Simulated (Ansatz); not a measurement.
# SnO (P4/nmm) in Ansatz: further runs

The runs below take SnO through band structure, single point, equation of state, with BPBE, PBE.

Program: Ansatz 0.2.0. These are calculated values, not measurements. Logs are shortened: lines on timing, memory, paths and dates and some standing lists are left out, and cuts for length are marked.

## (1) The structure

Symmetry: P4/nmm, No. 129, tetragonal system. Conventional cell: a = 3.814 Å, b = 3.814 Å, c = 4.887 Å, α = 90.00°, β = 90.00°, γ = 90.00°. Sn (site symmetry 4mm) has 4 O at 2.23 Å as nearest neighbours. O (site symmetry -4m2) is surrounded by 4 Sn at 2.23 Å.

The cell is a database's computed one.

## (2) Band structure, BPBE

The input, input.yaml:

```yaml
crystal:
  lattice:
    - [3.81369522, 0.0, 0.0]
    - [0.0, 3.81369522, 0.0]
    - [0.0, 0.0, 4.8869133]
  atoms:
    - { symbol: Sn, position: [0.5, 0.0, 0.76462614] }
    - { symbol: Sn, position: [0.0, 0.5, 0.23537386] }
    - { symbol: O, position: [0.0, 0.0, 0.0] }
    - { symbol: O, position: [0.5, 0.5, 0.0] }
hamiltonian:
  xc: { exchange: b88, correlation: pbe }
  pseudopotentials: { kind: paw }
kpoints:
  mp_grid: { grid: [7, 7, 6] }
  band_path:
    path:
      - [[0.0, 0.0, 0.0], [0.0, 0.5, 0.0], [0.5, 0.5, 0.0], [0.0, 0.0, 0.0], [0.0, 0.0, 0.5], [0.0, 0.5, 0.5], [0.5, 0.5, 0.5], [0.0, 0.0, 0.5]]
      - [[0.0, 0.5, 0.0], [0.0, 0.5, 0.5]]
      - [[0.5, 0.5, 0.0], [0.5, 0.5, 0.5]]
    npoints: 14
scf:
  occupations: { method: fermi_dirac, width: 0.05 }
  n_extra_bands: 10
output:
  forces: true
  stress: true
  eigenvalues: true
  fatbands: true
```

Potentials or basis: Ansatz PAW.

Launch:

```
$ ansatz run input.yaml --threads 2 --pin off --max-ram 5120MiB --backend cpu --events-out ev --progress --plain --runs-dir out
```

What it wrote:

```text
Warning: RAYON_NUM_THREADS=2 ignored (pool sized by the plan → 2); use --threads N
scf.n_extra_bands = 10 over 20 filled bands (N_el = 40.0): the run solves 30 bands
Engine: ansatz 0.2.0, x86_64-unknown-linux-gnu
Pseudopotentials: kind: paw
Pseudopotential: Sn, paw, valence charge 14, recommended cutoff 420 eV (normal), Sn.paw.azcp
Pseudopotential: O, paw, valence charge 6, recommended cutoff 420 eV (normal), O.paw.azcp
Functional definition: unnamed
  exchange = b88_x
  correlation = pbe_c
Crystal: 4 atoms, lattice volume = 71.077 Å³
Basis set: ecut = 420 eV, 1409 PW (Γ), exchange–correlation on 54×54×72 points (8 copies of the dense FFT grid, shifted against one another)
Bands: 30, of which v1, the nominal top of the filled ones, is band 20 counted from 1 (19 counted from 0)
Symmetry: 16 space group operations
Space group: P4/nmm (ITA 129), of the structure as read, at distance tolerance 4.1e-5 Å
k-points: 40 of 294
Non-local potential: Sn, projectors of the file, l = 0: 2, l = 1: 2, l = 2: 2, l = 3: 2
Non-local potential: O, projectors of the file, l = 0: 2, l = 1: 2, l = 2: 1
PAW form: soft (Blöchl's): semilocal exchange-correlation on the pseudo side does not see the compensation charge
PAW frozen core: Sn, regenerated for the run's functional, and the local potential with it (the file was generated under x = pbe(κ = 0.804, μ = 0.2195149727645171), c = pbe(β = 0.06672455060314922))
PAW frozen core: O, regenerated for the run's functional, and the local potential with it (the file was generated under x = pbe(κ = 0.804, μ = 0.2195149727645171), c = pbe(β = 0.06672455060314922))
PAW one-centre angular grid: Sn, 590 points (default); XC on 64 Gauss nodes
PAW one-centre angular grid: O, 110 points (default); XC on 64 Gauss nodes
Initial density: superposition of atomic densities (neutral atoms: chi_scale 0, normalization atom), corrected by the library's trained network
Initial wavefunctions: pseudopotential atomic-orbital guess
Functional: x = b88, c = pbe(β = 0.06672455060314922)
SCF iter   1: F=—  HF=-13225.769422 eV  |F-HF|=—  |Δ(HF+E_count)|=         —  Δρ=2.20e-3  dr2=3.40e-3  ethr=1.77e-3  ⟨swp⟩=6.5  Hψ=5847  notcnv=0  defer=29
preconditioner: auto → Resta (q_TF=auto, 2.479 Å⁻¹)  ε∞=2.7  [insulator: Δε(μ)=0.409 eV  Ē_g=21.424 eV  σ=0.050 eV  W_gap=0.97  n_scr=18 (ndim 8)  ℏωp=27.9 eV  f_vac=0.021  D(μ)=0.02/eV (n_scr^D=0)  ε∞_Penn≈2.7]
SCF iter   2: F=—  HF=-13225.768189 eV  |F-HF|=—  |Δ(HF+E_count)|=   1.23e-3  Δρ=1.17e-3  dr2=4.54e-4  ethr=8.49e-6  ⟨swp⟩=2.0  Hψ=2306  notcnv=0  defer=78
SCF iter   3: F=—  HF=-13225.768373 eV  |F-HF|=—  |Δ(HF+E_count)|=   1.83e-4  Δρ=5.58e-4  dr2=1.29e-4  ethr=1.14e-6  ⟨swp⟩=2.1  Hψ=1348  notcnv=0  defer=78
SCF iter   4: F=—  HF=-13225.768574 eV  |F-HF|=—  |Δ(HF+E_count)|=   2.01e-4  Δρ=2.16e-4  dr2=2.32e-5  ethr=3.23e-7  ⟨swp⟩=2.0  Hψ=1876  notcnv=0  defer=78
SCF iter   5: F=—  HF=-13225.768555 eV  |F-HF|=—  |Δ(HF+E_count)|=   1.85e-5  Δρ=7.88e-5  dr2=3.67e-6  ethr=5.79e-8  ⟨swp⟩=3.0  Hψ=1912  notcnv=0  defer=78
SCF iter   6: F=—  HF=-13225.768556 eV  |F-HF|=—  |Δ(HF+E_count)|=   8.48e-7  Δρ=4.77e-5  dr2=1.27e-6  ethr=9.17e-9  ⟨swp⟩=2.0  Hψ=1889  notcnv=0  defer=78
SCF iter   7: F=—  HF=-13225.768555 eV  |F-HF|=—  |Δ(HF+E_count)|=   6.85e-7  Δρ=1.57e-5  dr2=1.33e-7  ethr=3.17e-9  ⟨swp⟩=2.0  Hψ=1609  notcnv=0  defer=78
SCF iter   8: F=-13225.768555 eV  HF=-13225.768555 eV  |F-HF|=9.79e-9  |Δ(HF+E_count)|=   6.78e-8  Δρ=3.99e-6  dr2=8.18e-9  ethr=2.50e-10  ⟨swp⟩=9.2  Hψ=5302  notcnv=0
SCF 1 converged in 8 iterations: F = -13225.768555 eV  dr2 = 8.18e-9
NSCF: frozen V_eff on 129 k-points
SCF converged after 8 iterations
Free energy (F): -13225.768555 eV
Harris-Foulkes:  -13225.768555 eV  (|F-HF|=9.79e-9)
Internal energy: -13225.768299 eV  (E = F + TS)
E sigma→0 (E₀):  -13225.768427 eV
Entropy (-TS):   -0.000257 eV (-0.064 meV/atom)
Fermi energy:    9.910127 eV
--- Per-component energies (eV) ---
  E_band       = -194.112232
  E_kinetic    = 724.687481
  E_local      = -2721.067407  (includes V_loc(G=0)·N_el)
  E_nonlocal   = 33.215122
  E_hartree    = 1467.659588
  E_xc         = -916.248138
  E_vxc        = -382.303220  (∫ρ·V_xc dr)
  E_paw        = -8628.420227  (= ΣΔE_a)
  E_vpaw       = -783.972086  (= ΣTr[D̂ρ^β])
  E_aug_tail   = 0.004854  (compensation charges beyond the density's cutoff)
  E_ewald      = -3185.358485
  E_core_change = -0.241087  (= ΣΔE_core)
  E_smearing   = -0.000257  (= −TS)
  E_closure    = -0.000000  (closes the sum)
  Σ components = -13225.768555   (vs F -13225.768555, Δ=0.00e0)
--- Forces (eV/Å), atoms counted from 1 ---
  atom   1  Sn     0.00000000     0.00000000    -0.33618211
  atom   2  Sn     0.00000000     0.00000000     0.33618211
  atom   3  O      0.00000000     0.00000000     0.00000000
  atom   4  O      0.00000000     0.00000000     0.00000000
  max |Σ_I F_I| component: 2.78e-16 eV/Å
--- Stress (GPa, compression-positive) ---
        3.603457       0.000000       0.000000
        0.000000       3.603457       0.000000
        0.000000       0.000000       2.706424
  P = ⅓ Tr σ = 3.3044 GPa (33.044 kbar)
--- Band table (eV; the first three rows and the last of 40) ---
  k-point 0: bands = ["-12.2873", "-11.8550", "-11.8490", "-11.8490", "-11.8119", "-11.7948", "-11.7586", "-11.7483", "-11.7265", "-11.7265", "-10.4600", "-7.8346", "2.0734", "3.1012", "3.4923", "3.4923", "6.2647", "6.5631", "6.5631", "9.7221", "11.8093", "14.0246", "14.4520", "14.4520", "15.4018", "15.4018", "16.5125", "16.9555", "20.5447", "22.1422"]
  k-point 1: bands = ["-12.2837", "-11.8586", "-11.8432", "-11.8432", "-11.8091", "-11.7917", "-11.7614", "-11.7513", "-11.7329", "-11.7329", "-10.4517", "-7.8347", "1.4527", "3.5180", "3.5180", "3.9968", "6.2494", "6.5595", "6.5595", "9.4492", "11.5467", "13.7269", "13.7269", "14.0990", "16.2819", "16.2819", "16.4593", "17.1594", "21.5001", "22.2067"]
  k-point 2: bands = ["-12.2764", "-11.8661", "-11.8290", "-11.8290", "-11.8022", "-11.7832", "-11.7684", "-11.7596", "-11.7485", "-11.7485", "-10.4349", "-7.8351", "0.8410", "3.5702", "3.5702", "5.4012", "6.2184", "6.5511", "6.5511", "8.5152", "11.4107", "13.0154", "13.0154", "13.7247", "17.0478", "17.3345", "17.3345", "17.6355", "22.3568", "22.4016"]
  k-point 39: bands = ["-12.1994", "-12.1842", "-11.8248", "-11.8200", "-11.7970", "-11.7954", "-11.7552", "-11.7543", "-11.7245", "-11.7239", "-8.8125", "-8.6791", "0.8287", "0.9757", "3.9460", "4.2631", "6.9778", "7.1547", "7.1954", "7.2468", "12.1387", "12.3112", "13.1677", "13.9129", "15.2542", "15.8668", "19.6806", "19.7265", "22.6015", "23.0918"]
```

It took 4.1 s on 2 threads of INTEL XEON PLATINUM 8581C at 2.30GHz (Emerald Rapids), shared host; peak memory 0.45 GiB.

Results:

```yaml
Free_energy: -13225.7686 eV
Pressure: 3.3 GPa
Largest_force: 0.336 eV/Å
Band_gap_on_the_k_mesh: 0.39 eV, indirect (least direct gap 2.09 eV)
Band_gap_along_the_path: 0.16 eV, indirect (least direct gap 2.06 eV)
```

Forces on the atoms (eV/Å):
```
Sn   0.000  0.000 -0.336
Sn   0.000  0.000  0.336
O    0.000  0.000  0.000
O    0.000  0.000  0.000
```

Levels at the corners of the path, in eV from the valence-band top:
```csv
point,band 16,band 17,band 18,band 19,band 20,band 21,band 22,band 23,band 24,band 25
Γ,-6.23,-3.46,-3.16,-3.16,0.00,2.08,4.30,4.73,4.73,5.68
X,-4.98,-4.82,-4.82,-2.67,-2.67,3.15,3.15,5.92,5.92,5.95
M,-5.11,-2.50,-2.50,-1.90,-1.90,0.16,0.16,4.50,4.50,7.14
Γ,-6.23,-3.46,-3.16,-3.16,0.00,2.08,4.30,4.73,4.73,5.68
Z,-3.52,-3.21,-3.18,-3.18,-2.21,1.74,3.03,3.03,3.70,7.87
R,-5.42,-4.79,-4.79,-1.74,-1.74,2.55,2.55,5.46,5.46,6.63
A,-5.54,-2.65,-2.65,-2.50,-2.50,2.38,2.38,3.97,3.97,5.60
Z,-3.52,-3.21,-3.18,-3.18,-2.21,1.74,3.03,3.03,3.70,7.87
X,-4.98,-4.82,-4.82,-2.67,-2.67,3.15,3.15,5.92,5.92,5.95
R,-5.42,-4.79,-4.79,-1.74,-1.74,2.55,2.55,5.46,5.46,6.63
M,-5.11,-2.50,-2.50,-1.90,-1.90,0.16,0.16,4.50,4.50,7.14
A,-5.54,-2.65,-2.65,-2.50,-2.50,2.38,2.38,3.97,3.97,5.60
```

Caveat: the k mesh misses the band edges, so the gap on the mesh is wider than the one along the path; the pressure holds a Pulay correction of +0.5 GPa for the finite cutoff; spin-orbit coupling is left out, which moves the levels of the heavy elements; the PAW data sets come from PBE, with cores solved anew for the run's functional, which leaves a small shift of forces and pressure.

## (3) Single point, PBE, 16.70 Å³/atom (volume scaled by 0.94)

The input, input.yaml:

```yaml
crystal:
  lattice:
    - [3.7358428604, 0.0, 0.0]
    - [0.0, 3.7358428604, 0.0]
    - [0.0, 0.0, 4.7871523832]
  atoms:
    - { symbol: Sn, position: [0.5, 0.0, 0.76462614] }
    - { symbol: Sn, position: [0.0, 0.5, 0.23537386] }
    - { symbol: O, position: [0.0, 0.0, 0.0] }
    - { symbol: O, position: [0.5, 0.5, 0.0] }
hamiltonian:
  xc: pbe
  pseudopotentials: { kind: paw, partial_waves: polarizable }
kpoints:
  mp_grid: { grid: [7, 7, 6] }
scf:
  occupations: { method: fermi_dirac, width: 0.05 }
output:
  forces: true
  stress: true
  eigenvalues: true
```

Potentials or basis: Ansatz PAW polarizable.

Launch:

```
$ ansatz run input.yaml --threads 2 --pin off --max-ram 5120MiB --backend cpu --events-out ev --progress --plain --runs-dir out
```

Run time: 1.1 s. Hardware: 2 threads of INTEL XEON PLATINUM 8581C at 2.30GHz (Emerald Rapids), shared host; peak memory 0.45 GiB.

It converged, with:

* Free energy: -13183.1863 eV
* Pressure: 10.6 GPa
* Largest force: 1.320 eV/Å
* Band gap on the k mesh: 0.14 eV, indirect (least direct gap 2.05 eV)

Caveat: odd divisions of the mesh miss points on the zone boundary, where band edges often lie, so the gap on the mesh can be too wide; the pressure holds a Pulay correction of +0.5 GPa for the finite cutoff; spin-orbit coupling is left out, which moves the levels of the heavy elements; forces of over 1 eV/Å show positions far from the minimum, so gaps and moduli don't describe the material at rest.

## (4) Single point, PBE, 17.06 Å³/atom (volume scaled by 0.96)

input.yaml: that of step 3 with these lines changed.

```diff
@@ -2,5 +2,5 @@
   lattice:
-    - [3.7358428604, 0.0, 0.0]
-    - [0.0, 3.7358428604, 0.0]
-    - [0.0, 0.0, 4.7871523832]
+    - [3.7621524798, 0.0, 0.0]
+    - [0.0, 3.7621524798, 0.0]
+    - [0.0, 0.0, 4.8208658347]
   atoms:
```

Launch:

```
$ ansatz run input.yaml --threads 2 --pin off --max-ram 5120MiB --backend cpu --events-out ev --progress --plain --runs-dir out
```

Run time: 1.2 s. Hardware: 2 threads of INTEL XEON PLATINUM 8581C at 2.30GHz (Emerald Rapids), shared host; peak memory 0.46 GiB.

It converged, with:

- Free energy: -13183.2688 eV
- Pressure: 8.0 GPa
- Largest force: 0.977 eV/Å
- Band gap on the k mesh: 0.22 eV, indirect (least direct gap 2.07 eV)

Caveat: odd divisions of the mesh miss points on the zone boundary, where band edges often lie, so the gap on the mesh can be too wide; the pressure holds a Pulay correction of +0.5 GPa for the finite cutoff; spin-orbit coupling is left out, which moves the levels of the heavy elements.

## (5) Single point, PBE, 17.41 Å³/atom (volume scaled by 0.98)

input.yaml: that of step 4 with these lines changed.

```diff
@@ -2,5 +2,5 @@
   lattice:
-    - [3.7621524798, 0.0, 0.0]
-    - [0.0, 3.7621524798, 0.0]
-    - [0.0, 0.0, 4.8208658347]
+    - [3.7880991788, 0.0, 0.0]
+    - [0.0, 3.7880991788, 0.0]
+    - [0.0, 0.0, 4.8541142359]
   atoms:
@@ -21 +21,5 @@
   eigenvalues: true
+  write_density: true
+  write_potential: true
+  elf: true
+  volumetric_format: npy
```

Launch:

```
$ ansatz run input.yaml --threads 2 --pin off --max-ram 5120MiB --backend cpu --events-out ev --progress --plain --runs-dir out
```

Wall time 1.5 s (2 threads of INTEL XEON PLATINUM 8581C at 2.30GHz (Emerald Rapids), shared host); peak memory 0.47 GiB.

It converged, with:

* Free energy: -13183.3294 eV
* Pressure: 5.7 GPa
* Largest force: 0.662 eV/Å
* Band gap on the k mesh: 0.30 eV, indirect (least direct gap 2.08 eV)

Caveat: odd divisions of the mesh miss points on the zone boundary, where band edges often lie, so the gap on the mesh can be too wide; the pressure holds a Pulay correction of +0.5 GPa for the finite cutoff; spin-orbit coupling is left out, which moves the levels of the heavy elements.

## (6) Single point, PBE, 17.77 Å³/atom

input.yaml: that of step 5 with these lines changed.

```diff
@@ -2,5 +2,5 @@
   lattice:
-    - [3.7880991788, 0.0, 0.0]
-    - [0.0, 3.7880991788, 0.0]
-    - [0.0, 0.0, 4.8541142359]
+    - [3.81369522, 0.0, 0.0]
+    - [0.0, 3.81369522, 0.0]
+    - [0.0, 0.0, 4.8869133]
   atoms:
@@ -21,5 +21 @@
   eigenvalues: true
-  write_density: true
-  write_potential: true
-  elf: true
-  volumetric_format: npy
```

Potentials or basis: Ansatz PAW polarizable.

Launch:

```
$ ansatz run input.yaml --threads 2 --pin off --max-ram 5120MiB --backend cpu --events-out ev --progress --plain --runs-dir out
```

Run time: 1.2 s. Hardware: 2 threads of INTEL XEON PLATINUM 8581C at 2.30GHz (Emerald Rapids), shared host; peak memory 0.46 GiB.

It converged, with:

| Quantity | Value |
| --- | --- |
| Free energy | -13183.3705 eV |
| Pressure | 3.6 GPa |
| Largest force | 0.370 eV/Å |
| Band gap on the k mesh | 0.37 eV, indirect (least direct gap 2.08 eV) |

Caveat: odd divisions of the mesh miss points on the zone boundary, where band edges often lie, so the gap on the mesh can be too wide; the pressure holds a Pulay correction of +0.5 GPa for the finite cutoff; spin-orbit coupling is left out, which moves the levels of the heavy elements.

## (7) Single point, PBE, 18.12 Å³/atom (volume scaled by 1.02)

input.yaml: that of step 6 with these lines changed.

```diff
@@ -2,5 +2,5 @@
   lattice:
-    - [3.81369522, 0.0, 0.0]
-    - [0.0, 3.81369522, 0.0]
-    - [0.0, 0.0, 4.8869133]
+    - [3.8389522158, 0.0, 0.0]
+    - [0.0, 3.8389522158, 0.0]
+    - [0.0, 0.0, 4.9192779074]
   atoms:
```

Launch:

```
$ ansatz run input.yaml --threads 2 --pin off --max-ram 5120MiB --backend cpu --events-out ev --progress --plain --runs-dir out
```

Wall time 1.2 s (2 threads of INTEL XEON PLATINUM 8581C at 2.30GHz (Emerald Rapids), shared host); peak memory 0.46 GiB.

The run converged. Its results:

```
Free energy            : -13183.3940 eV
Pressure               : 1.7 GPa
Largest force          : 0.100 eV/Å
Band gap on the k mesh : 0.44 eV, indirect (least direct gap 2.05 eV)
```

Caveat: odd divisions of the mesh miss points on the zone boundary, where band edges often lie, so the gap on the mesh can be too wide; the pressure holds a Pulay correction of +0.4 GPa for the finite cutoff; spin-orbit coupling is left out, which moves the levels of the heavy elements.

## (8) Single point, PBE, 18.48 Å³/atom (volume scaled by 1.04)

input.yaml: that of step 7 with these lines changed.

```diff
@@ -2,5 +2,5 @@
   lattice:
-    - [3.8389522158, 0.0, 0.0]
-    - [0.0, 3.8389522158, 0.0]
-    - [0.0, 0.0, 4.9192779074]
+    - [3.8638811754, 0.0, 0.0]
+    - [0.0, 3.8638811754, 0.0]
+    - [0.0, 0.0, 4.9512221655]
   atoms:
@@ -21 +21,5 @@
   eigenvalues: true
+  write_density: true
+  write_potential: true
+  elf: true
+  volumetric_format: npy
```

Launch:

```
$ ansatz run input.yaml --threads 2 --pin off --max-ram 5120MiB --backend cpu --events-out ev --progress --plain --runs-dir out
```

Run time: 1.5 s. Hardware: 2 threads of INTEL XEON PLATINUM 8581C at 2.30GHz (Emerald Rapids), shared host; peak memory 0.47 GiB.

The run converged. Its results:

```yaml
Free_energy: -13183.4012 eV
Pressure: 0.0 GPa
Largest_force: 0.151 eV/Å
Band_gap_on_the_k_mesh: 0.51 eV, indirect (least direct gap 2.02 eV)
```

Caveat: odd divisions of the mesh miss points on the zone boundary, where band edges often lie, so the gap on the mesh can be too wide; the pressure holds a Pulay correction of +0.4 GPa for the finite cutoff; spin-orbit coupling is left out, which moves the levels of the heavy elements.

## (9) Single point, PBE, 18.84 Å³/atom (volume scaled by 1.06)

input.yaml: that of step 8 with these lines changed.

```diff
@@ -2,5 +2,5 @@
   lattice:
-    - [3.8638811754, 0.0, 0.0]
-    - [0.0, 3.8638811754, 0.0]
-    - [0.0, 0.0, 4.9512221655]
+    - [3.8884925471, 0.0, 0.0]
+    - [0.0, 3.8884925471, 0.0]
+    - [0.0, 0.0, 4.9827594627]
   atoms:
@@ -21,5 +21 @@
   eigenvalues: true
-  write_density: true
-  write_potential: true
-  elf: true
-  volumetric_format: npy
```

Potentials or basis: Ansatz PAW polarizable.

Launch:

```
$ ansatz run input.yaml --threads 2 --pin off --max-ram 5120MiB --backend cpu --events-out ev --progress --plain --runs-dir out
```

Run time: 1.3 s. Hardware: 2 threads of INTEL XEON PLATINUM 8581C at 2.30GHz (Emerald Rapids), shared host; peak memory 0.47 GiB.

The run converged. Its results:

* Free energy: -13183.3944 eV
* Pressure: -1.5 GPa
* Largest force: 0.385 eV/Å
* Band gap on the k mesh: 0.57 eV, indirect (least direct gap 2.00 eV)

Caveat: odd divisions of the mesh miss points on the zone boundary, where band edges often lie, so the gap on the mesh can be too wide; the pressure holds a Pulay correction of +0.4 GPa for the finite cutoff; spin-orbit coupling is left out, which moves the levels of the heavy elements.

## (10) Equation of state, PBE

Potentials or basis: Ansatz PAW polarizable.

No new run: the results of the series are fitted here.

Results:

```yaml
Equilibrium_volume: 18.48 Å³/atom
Bulk_modulus_at_fixed_shape_and_positions: 84 GPa
Pressure_derivative_of_the_bulk_modulus: 4.3
```

Energy against volume, from the lowest point:
```tsv
volume (Å³/atom)	energy (meV/atom)
16.703	53.73
17.058	33.11
17.414	17.95
17.769	7.68
18.125	1.82
18.480	0.00
18.835	1.72
```

Caveat: the cell was scaled at fixed shape and fractional positions, which overstates the stiffness of a crystal with free parameters, most of all of layers and chains.
